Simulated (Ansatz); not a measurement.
TiSe:

```xyz
4
Lattice="3.5590 0.0000 0.0000 -1.7795 3.0822 0.0000 0.0000 0.0000 6.2200" Properties=species:S:1:pos:R:3 pbc="T T T"
Se    1.7795    1.0274    4.6650
Se    0.0000    2.0548    1.5550
Ti    0.0000    0.0000    3.1100
Ti    0.0000    0.0000    0.0000
```

```yaml
Program: Ansatz 0.2.0
Task: relaxation of cell and atoms
Functional: PBEsol
Potentials_or_basis: Ansatz PAW
Cutoff: "420 eV (not typed: the program's choice for these potentials)"
k_mesh: 9 × 9 × 5
Occupations: fermi-dirac, width 0.05 eV
Spin: no spin polarisation
```

At the start: volume 17.06 Å³/atom.

Problem. How do energy, volume and symmetry change on relaxing?

Solution. It ends after 9 steps and the volume is 16.49 Å³/atom (-3.3 %); space group P6_3/mmc (No. 194, to 0.05 Å).

The path:
| step | energy change (eV) | largest force (eV/Å) | volume (Å³) |
| --- | --- | --- | --- |
| 1 | 0.0000 | 0.0000 | 68.23 |
| 2 | -0.1960 | 0.0000 | 67.27 |
| 3 | -0.2426 | 0.0000 | 65.00 |
| 4 | -0.2564 | 0.0000 | 66.04 |
| 5 | -0.2570 | 0.0000 | 65.95 |
| 6 | -0.2570 | 0.0000 | 65.95 |
| 7 | -0.2577 | 0.0000 | 65.95 |
| 8 | -0.2577 | 0.0000 | 65.97 |
| 9 | -0.2577 | 0.0000 | 65.97 |

Final structure:
```yaml
crystal:
  lattice:
    - [3.35900, 0.00000, 0.00000]
    - [-1.67950, 2.90898, 0.00000]
    - [0.00000, 0.00000, 6.75130]
  atoms:
    - { symbol: Se, position: [0.66667, 0.33333, 0.75000] }
    - { symbol: Se, position: [0.33333, 0.66667, 0.25000] }
    - { symbol: Ti, position: [0.00000, 0.00000, 0.50000] }
    - { symbol: Ti, position: [0.00000, 0.00000, 0.00000] }
```

Caveat: the plane-wave basis is chosen anew once the cell has moved, so the energies of steps on either side of that aren't comparable; the PAW data sets come from PBE, with cores solved anew for the run's functional, which leaves a small shift of forces and pressure.
